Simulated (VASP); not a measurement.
# V3O (Pm-3m) in VASP: further runs

The runs below take V3O through relaxation of cell and atoms, single point, with PBE.

Program: VASP 6.6.1. These are calculated values, not measurements. Logs are shortened: lines on timing, memory, paths and dates and some standing lists are left out, and cuts for length are marked.

## (1) The cell of the first run

The structure is cubic, space group Pm-3m (No. 221). The conventional cell has a = 3.692 Å, b = 3.692 Å, c = 3.692 Å, α = 90.00°, β = 90.00°, γ = 90.00°. Around V (site symmetry 4/mmm) lie 8 V at 2.61 Å and 4 O at 2.61 Å. Around O (site symmetry m-3m) lie 12 V at 2.61 Å.

The cell was built by a generator and needn't be a form met in nature.

## (2) Relaxation of cell and atoms, PBE, collinear spin, typed start (species swapped into the NbZn3 type (Pm-3m, No. 221))

INCAR reads:

```
PREC = Accurate ; ENCUT = 600
EDIFF = 1E-7 ; ISMEAR = 0
SIGMA = 0.1 ; LREAL = F
LASPH = T ; NELM = 150
ALGO = Normal ; ISIF = 3
LWAVE = F ; LCHARG = F
ISPIN = 2 ; MAGMOM = 2 2 2 0
LORBIT = 11 ; LMAXMIX = 4
GGA = PE ; IBRION = 2
NSW = 90 ; EDIFFG = -0.04
```

KPOINTS reads:

```
regular mesh
0
Gamma
  6 6 6
```

POSCAR reads:

```
V3O
1.0
    3.6924887100      0.0000000000      0.0000000000
    0.0000000000      3.6924887100      0.0000000000
    0.0000000000      0.0000000000      3.6924887100
V O
3 1
Direct
    0.5000000000      0.0000000000      0.5000000000
    0.0000000000      0.5000000000      0.5000000000
    0.5000000000      0.5000000000      0.0000000000
    0.0000000000      0.0000000000      0.0000000000
```

Potentials or basis: VASP PAW PBE potentials, release 64 (V_sv, O).

Started as:

```
> cat potpaw_PBE.64/V_sv/POTCAR potpaw_PBE.64/O/POTCAR > POTCAR
> mpirun -np 1 vasp_std > vasp.out
```

OUTCAR:

```text
PREC = Accurate
   ENCUT = 600
   EDIFF = 1E-7
   ISMEAR = 0
   LREAL = F
   LASPH = T
   NELM = 150
   ISIF = 3
   ISPIN = 2
   LORBIT = 11
   GGA = PE
   IBRION = 2
   NSW = 90
   EDIFFG = -0.04

 ion  position               nearest neighbor table
   1  0.500  0.000  0.500-   2 2.61   3 2.61   3 2.61   2 2.61   3 2.61   3 2.61   2 2.61   2 2.61

   2  0.000  0.500  0.500-   1 2.61   3 2.61   3 2.61   1 2.61   1 2.61   3 2.61   3 2.61   1 2.61

   3  0.500  0.500  0.000-   1 2.61   2 2.61   1 2.61   2 2.61   1 2.61   1 2.61   2 2.61   2 2.61

   4  0.000  0.000  0.000-

  LATTYP: Found a simple cubic cell.
 ALAT       =     3.6924887100

  Lattice vectors:

 A1 = (   3.6924887100,   0.0000000000,   0.0000000000)
 A2 = (   0.0000000000,   3.6924887100,   0.0000000000)
 A3 = (   0.0000000000,   0.0000000000,   3.6924887100)

Analysis of symmetry for initial positions (statically):
=====================================================================
 Subroutine PRICEL returns:
 Original cell was already a primitive cell.

 Routine SETGRP: Setting up the symmetry group for a
 simple cubic supercell.

 Subroutine GETGRP returns: Found 48 space group operations
 (whereof 48 operations were pure point group operations)
 out of a pool of 48 trial point group operations.

The static configuration has the point symmetry O_h .

Analysis of symmetry for dynamics (positions and initial velocities):
=====================================================================
 Subroutine PRICEL returns:
 Original cell was already a primitive cell.

 Routine SETGRP: Setting up the symmetry group for a
 simple cubic supercell.

 Subroutine GETGRP returns: Found 48 space group operations
 (whereof 48 operations were pure point group operations)
 out of a pool of 48 trial point group operations.

The dynamic configuration has the point symmetry O_h .

Analysis of structural, dynamic, and magnetic symmetry:
=====================================================================
 Subroutine PRICEL returns:
 Original cell was already a primitive cell.

 Routine SETGRP: Setting up the symmetry group for a
 simple cubic supercell.

 Subroutine GETGRP returns: Found 48 space group operations
 (whereof 48 operations were pure point group operations)
 out of a pool of 48 trial point group operations.

The overall configuration has the point symmetry O_h .

 Subroutine INISYM returns: Found 48 space group operations
 (whereof 48 operations are pure point group operations),
 and found     1 'primitive' translations

----------------------------------------------------------------------------------------

                                     Primitive cell

  volume of cell :      50.3451

  direct lattice vectors                    reciprocal lattice vectors
     3.692488710  0.000000000  0.000000000     0.270820056  0.000000000  0.000000000
     0.000000000  3.692488710  0.000000000     0.000000000  0.270820056  0.000000000
     0.000000000  0.000000000  3.692488710     0.000000000  0.000000000  0.270820056

  length of vectors
     3.692488710  3.692488710  3.692488710     0.270820056  0.270820056  0.270820056

  position of ions in fractional coordinates (direct lattice)
     0.500000000  0.000000000  0.500000000
     0.000000000  0.500000000  0.500000000
     0.500000000  0.500000000  0.000000000
     0.000000000  0.000000000  0.000000000

  ion indices of the primitive-cell ions
   primitive index   ion index
                 1           1
                 2           2
                 3           3
                 4           4

----------------------------------------------------------------------------------------

 KPOINTS: regular mesh

Automatic generation of k-mesh.
 Grid dimensions read from file:
 generate k-points for:    6    6    6

 Generating k-lattice:

  Cartesian coordinates                     Fractional coordinates (reciprocal lattice)
     0.045136676  0.000000000  0.000000000     0.166666667  0.000000000  0.000000000
     0.000000000  0.045136676  0.000000000     0.000000000  0.166666667  0.000000000
     0.000000000  0.000000000  0.045136676     0.000000000  0.000000000  0.166666667

  Length of vectors
     0.045136676  0.045136676  0.045136676

  Shift w.r.t. Gamma in fractional coordinates (k-lattice)
     0.000000000  0.000000000  0.000000000

 Subroutine IBZKPT returns following result:
 ===========================================

 Found     20 irreducible k-points:

 Following reciprocal coordinates:
            Coordinates               Weight
  0.000000  0.000000  0.000000      1.000000
  0.166667  0.000000  0.000000      6.000000
  0.333333  0.000000  0.000000      6.000000
  0.500000  0.000000  0.000000      3.000000
  0.166667  0.166667  0.000000     12.000000
  0.333333  0.166667  0.000000     24.000000
[... 12 lines left out ...]
  0.500000  0.500000  0.333333      6.000000
  0.500000  0.500000  0.500000      1.000000
   k-points           NKPTS =     20   k-points in BZ     NKDIM =     20   number of bands    NBANDS=     30
   number of dos      NEDOS =    301   number of ions     NIONS =      4
   total plane-waves  NPLWV =  27000
   dimension x,y,z NGX =    30 NGY =   30 NGZ =   30
   dimension x,y,z NGXF=    60 NGYF=   60 NGZF=   60
   ions per type =               3   1
   NGX,Y,Z   is equivalent  to a cutoff of  13.51, 13.51, 13.51 a.u.
   NGXF,Y,Z  is equivalent  to a cutoff of  27.01, 27.01, 27.01 a.u.
 SYSTEM =  unknown system
   PREC   = accura    normal or accurate (medium, high low for compatibility)
   ISTART =      0    job   : 0-new  1-cont  2-samecut
   ICHARG =      2    charge: 1-file 2-atom 10-const
   ISPIN  =      2    spin polarized calculation?
   LNONCOLLINEAR =      F non collinear calculations
   LSORBIT =      F    spin-orbit coupling
   LASPH  =      T    aspherical Exc in radial PAW
   ENCUT  =  600.0 eV  44.10 Ry    6.64 a.u.   7.37  7.37  7.37*2*pi/ulx,y,z
   NELM   =    150;   NELMIN=  2; NELMDL= -5     # of ELM steps
   EDIFF  = 0.1E-06   stopping-criterion for ELM
   LREAL  =      F    real-space projection
   EDIFFG = -.4E-01   stopping-criterion for IOM
   NSW    =     90    number of steps for IOM
   IBRION =      2    ionic relax: 0-MD 1-quasi-New 2-CG
   NFREE  =      1    steps in history (QN), initial steepest desc. (CG)
   ISIF   =      3    stress and relaxation
   ISYM   =      2    0-nonsym 1-usesym 2-fastsym
   POTIM  = 0.5000    time-step for ionic-motion
   TEBEG  =    0.0;   TEEND  =   0.0 temperature during run
   PSTRESS=    0.0 pullay stress
   NELECT =      45.0000    total number of electrons
   NUPDOWN=      -1.0000    fix difference up-down
   EMIN   =  10.00;   EMAX   =-10.00  energy-range for DOS
   EFERMI =   0.00;   METHOD = LEGACY
   ISMEAR =     0;   SIGMA  =   0.10  broadening in eV -4-tet -1-fermi 0-gaus
   EFERMI_NEDOS =   21; number of points for ismear=-14 and -15
   IALGO  =     38    algorithm
   IMIX   =      4    mixing-type and parameters
     AMIX     =   0.40;   BMIX     =  1.00
     AMIX_MAG =   1.60;   BMIX_MAG =  1.00
  volume/ion in A,a.u.               =      12.59        84.94
  Fermi-wavevector in a.u.,A,eV,Ry     =   1.576981  2.980062 33.835913  2.486869
  Thomas-Fermi vector in A             =   2.677732
   LORBIT       =     11    0 simple, 1 ext, 2 COOP (PROOUT), +10 PAW based schemes
   GGA     = PE    functional components
   LHFCALC =     F    Hartree Fock is set to
   AEXX    =    0.0000 exact exchange contribution
   IVDW    =     0    specifies the selected vdW correction
   LEPSILON=     F    determine dielectric tensor
   LRPA    =     F    only Hartree local field effects (RPA)
 conjugate gradient relaxation of ions
 spin polarized calculation
 Gauss-broadening in eV      SIGMA  =   0.10
  energy-cutoff  :      600.00
  volume of cell :       50.35
 maximum number of plane-waves:      1743
 NGX is ok and might be reduce to    30
   NGX = 15   NGY = 15   NGZ = 15

--------------------------------------- Ionic step        1  -------------------------------------------

 number of electron      45.0000016 magnetization       0.0000463

 Free energy of the ion-electron system (eV)
  ---------------------------------------------------
  ext. energy  EPLUGINS =         0.00000000
  ---------------------------------------------------
  free energy    TOTEN  =       -31.17913344 eV

  energy without entropy =      -31.15174866  energy(sigma->0) =      -31.16544105

------------------------ aborting loop because EDIFF is reached ----------------------------------------

  FORCE on cell =-STRESS in cart. coord.  units (eV):
  Direction    XX          YY          ZZ          XY          YZ          ZX
  --------------------------------------------------------------------------------------
  -------------------------------------------------------------------------------------
  Total       -2.8743772     -2.8743772     -2.8743772      0.0000000     -0.0000000      0.0000000
  in kB      -91.4738199    -91.4738199    -91.4738199      0.0000000     -0.0000000      0.0000000
  external PRESSURE =     -91.4738199 kB  Pullay stress =       0.0000000 kB

 VOLUME and BASIS-vectors are now :
 -----------------------------------------------------------------------------
  energy-cutoff  :      600.00
  volume of cell :       50.35
      direct lattice vectors                 reciprocal lattice vectors
     3.692488710  0.000000000  0.000000000     0.270820056  0.000000000  0.000000000
     0.000000000  3.692488710  0.000000000     0.000000000  0.270820056  0.000000000
     0.000000000  0.000000000  3.692488710     0.000000000  0.000000000  0.270820056
[... 10 lines left out ...]
  FREE ENERGIE OF THE ION-ELECTRON SYSTEM (eV)
  ---------------------------------------------------
  free  energy   TOTEN  =       -31.1791334413 eV

  energy  without entropy=      -31.1517486628  energy(sigma->0) =      -31.16544105

--------------------------------------- Ionic step        2  -------------------------------------------

 number of electron      44.9999974 magnetization      -0.0000379

 number of electron      44.9999974 magnetization       0.0000022

 E-fermi :  10.4234     XC(G=0): -13.0072

 val. band max:       10.4233958219   @ k =   0.5000   0.5000   0.1667
 cond. band min:      10.4767291539   @ k =   0.5000   0.5000   0.0000
 fundamental gap:      0.0533333320
 Fermi energy:        10.4234444445

 spin component 1

 k-point     1 :       0.0000    0.0000    0.0000
  band No.  band energies     occupation
      1     -53.6332      1.00000
      2     -53.2764      1.00000
      3     -53.2764      1.00000
      4     -27.8429      1.00000
      5     -27.8429      1.00000
      6     -27.8429      1.00000
[... 1343 lines left out ...]
  FREE ENERGIE OF THE ION-ELECTRON SYSTEM (eV)
  ---------------------------------------------------
  free  energy   TOTEN  =       -31.2401305678 eV

  energy  without entropy=      -31.2110540611  energy(sigma->0) =      -31.22559231

--------------------------------------- Ionic step        3  -------------------------------------------

 number of electron      44.9999996 magnetization       0.0000059

 number of electron      44.9999996 magnetization      -0.0000030

 Free energy of the ion-electron system (eV)
  ---------------------------------------------------
  ext. energy  EPLUGINS =         0.00000000
  ---------------------------------------------------
  free energy    TOTEN  =       -31.27684193 eV

  energy without entropy =      -31.24920427  energy(sigma->0) =      -31.26302310

 E-fermi :   9.8537     XC(G=0): -12.7904

 val. band max:        9.8520125753   @ k =   0.5000   0.5000   0.1667
 cond. band min:       9.8591991922   @ k =   0.5000   0.3333   0.0000
 fundamental gap:      0.0071866169
 Fermi energy:         9.8537397807

 spin component 1

 k-point     1 :       0.0000    0.0000    0.0000
  band No.  band energies     occupation
      1     -54.2002      1.00000
      2     -53.8929      1.00000
      3     -53.8929      1.00000
      4     -28.3693      1.00000
      5     -28.3693      1.00000
      6     -28.3693      1.00000
[... 1334 lines left out ...]
 POSITION                                       TOTAL-FORCE (eV/Angst)
 -----------------------------------------------------------------------------------
      1.80586     -0.00000      1.80586        -0.000000     -0.000000      0.000000
     -0.00000      1.80586      1.80586         0.000000     -0.000000      0.000000
      1.80586      1.80586     -0.00000        -0.000000      0.000000      0.000000
      0.00000      0.00000      0.00000        -0.000000      0.000000      0.000000
 -----------------------------------------------------------------------------------
    total drift:                                0.000000      0.000000     -0.000000

  FREE ENERGIE OF THE ION-ELECTRON SYSTEM (eV)
  ---------------------------------------------------
  free  energy   TOTEN  =       -31.2768419329 eV

  energy  without entropy=      -31.2492042731  energy(sigma->0) =      -31.26302310

 reached required accuracy - stopping structural energy minimisation

 total charge

# of ion       s       p       d       tot
------------------------------------------
    1        2.315   6.163   3.240  11.718
    2        2.315   6.163   3.240  11.718
    3        2.315   6.163   3.240  11.718
    4        1.631   3.174   0.000   4.805
--------------------------------------------------
tot          8.577  21.664   9.719  39.959

 magnetization (x)

# of ion       s       p       d       tot
------------------------------------------
    1        0.000  -0.000  -0.000  -0.000
    2        0.000  -0.000  -0.000  -0.000
    3        0.000  -0.000  -0.000  -0.000
    4       -0.000  -0.000   0.000  -0.000
--------------------------------------------------
tot          0.000  -0.000  -0.000  -0.000
```

Wall time 4 min (1 thread of Intel Xeon Platinum 8488C (Sapphire Rapids), shared host); peak memory 0.22 GiB.

What came out:

```
Free energy                                           : -31.2768 eV
Relaxed volume                                        : 11.78 Å³/atom
Relaxed cell                                          : a = 3.612 Å, b = 3.612 Å, c = 3.612 Å, α = 90.00°, β = 90.00°, γ = 90.00°
Space group after relaxing (to 0.05 Å)                : Pm-3m (No. 221)
Energy gained by relaxing                             : 24.4 meV/atom
Ionic steps                                           : 3
Pressure after relaxing                               : -0.1 GPa
Band gap on the k mesh                                : none (metal or under the smearing width)
Net moment                                            : 0.00 μB per cell
Valence electrons inside the program's atomic spheres : V 11.72; O 4.80
```

Step by step:
| step | energy change (eV) | largest force (eV/Å) | pressure (GPa) | volume (Å³) |
| --- | --- | --- | --- | --- |
| 1 | 0.0000 | 0.0000 | -9.15 | 50.35 |
| 2 | -0.0610 | 0.0000 | 6.70 | 45.29 |
| 3 | -0.0977 | 0.0000 | -0.07 | 47.11 |

Final structure:
```xyz
4
Lattice="3.6117 0.0000 0.0000 0.0000 3.6117 0.0000 0.0000 0.0000 3.6117" Properties=species:S:1:pos:R:3 pbc="T T T"
V     1.8059    0.0000    1.8059
V     0.0000    1.8059    1.8059
V     1.8059    1.8059    0.0000
O     0.0000    0.0000    0.0000
```

Caveat: semilocal functionals often make such compounds metallic where correlation or magnetic order opens a gap, which also shifts bond lengths.

## (3) Single point, PBE, collinear spin, typed start (species swapped into the NbZn3 type (Pm-3m, No. 221))

INCAR reads:

```
SYSTEM = V3O
ALGO = Normal ; EDIFF = 1E-7
ENCUT = 520 ; GGA = PE
ISIF = 2 ; ISMEAR = 0
ISPIN = 2 ; LASPH = .True.
LCHARG = .False. ; LMAXMIX = 4
LORBIT = 11 ; LREAL = .False.
LWAVE = .False. ; MAGMOM = 2 2 2 0
NBANDS = 34 ; NELM = 150
PREC = Accurate ; SIGMA = 0.1
```

KPOINTS reads:

```
k-points
0
Gamma
  6 6 6
  0 0 0
```

POSCAR is that of step 2.

Potentials or basis: VASP PAW PBE potentials, release 64 (V_sv, O).

Started as:

```
> cat potpaw_PBE.64/V_sv/POTCAR potpaw_PBE.64/O/POTCAR > POTCAR
> mpirun -np 1 vasp_std > vasp.out
```

Wall time 75 s (1 thread of Intel Xeon Platinum 8488C (Sapphire Rapids), shared host); peak memory 0.19 GiB.

The run converged. Its results:

```yaml
Free_energy: -31.1782 eV
Pressure: -9.1 GPa
Band_gap_on_the_k_mesh: none (metal or under the smearing width)
Net_moment: 0.00 μB per cell
Valence_electrons_inside_the_program's_atomic_spheres: V 11.61; O 4.78
```

Levels at points of the mesh, in eV from the Fermi level:
Spin up:
| k point | band 20 | band 21 | band 22 | band 23 | band 24 | band 25 | band 26 | band 27 |
| --- | --- | --- | --- | --- | --- | --- | --- | --- |
| (0.00, 0.00, 0.00) | -2.09 | -2.09 | -2.09 | -1.95 | 1.43 | 1.43 | 1.43 | 2.62 |
| (0.50, 0.00, 0.00) | -0.41 | -0.36 | -0.06 | -0.06 | 0.36 | 0.36 | 0.77 | 1.16 |
| (0.50, 0.50, 0.00) | -1.11 | 0.11 | 0.11 | 0.51 | 0.78 | 0.78 | 1.04 | 1.54 |
| (0.50, 0.50, 0.50) | -0.96 | -0.10 | -0.10 | -0.10 | 1.14 | 1.35 | 1.35 | 1.35 |
Spin down:
```tsv
k point	band 21	band 22	band 23	band 24	band 25	band 26
(0.00, 0.00, 0.00)	-2.09	-2.09	-1.95	1.43	1.43	1.43
(0.50, 0.00, 0.00)	-0.36	-0.06	-0.06	0.36	0.36	0.77
(0.50, 0.50, 0.00)	0.11	0.11	0.51	0.78	0.78	1.04
(0.50, 0.50, 0.50)	-0.10	-0.10	-0.10	1.14	1.35	1.35
```

Caveat: semilocal functionals often make such compounds metallic where correlation or magnetic order opens a gap, which also shifts bond lengths.

(Continued in part 2 of 2.)
